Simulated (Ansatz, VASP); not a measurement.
# CdSe (Cadmoselite) in VASP and in Ansatz

```
Cd Se
1.0
     4.30000    0.00000    0.00000
    -2.15000    3.72391    0.00000
     0.00000    0.00000    7.02000
Cd Se
2 2
Direct
  0.33333 0.66667 0.00000
  0.66667 0.33333 0.50000
  0.33333 0.66667 0.38500
  0.66667 0.33333 0.88500
```

Alike in both runs: task single point; functional LDA; k mesh 4 × 4 × 3; no spin polarisation.

|  | VASP | Ansatz |
| --- | --- | --- |
| version | VASP 6.6.1 | Ansatz 0.2.0 |
| potentials or method | VASP PAW LDA potentials, release 64 (Cd, Se) | plane waves, PAW |
| plane-wave cutoff (eV) | 520 | 420 |
| occupations | gaussian, width 0.01 eV | fixed |
| valence electrons in the cell | 36 | 72 |

```tsv
	VASP	Ansatz	Ansatz less VASP
gap on the k mesh at the Fermi level (eV)	0.45	0.42	-0.031
```

The two sets of potentials don't hold the same shells in valence.

Caveats: the k mesh is coarse (spacing up to 0.42 Å⁻¹), so the values aren't converged. A hybrid or GW would open this gap; LDA tends to underestimate it.
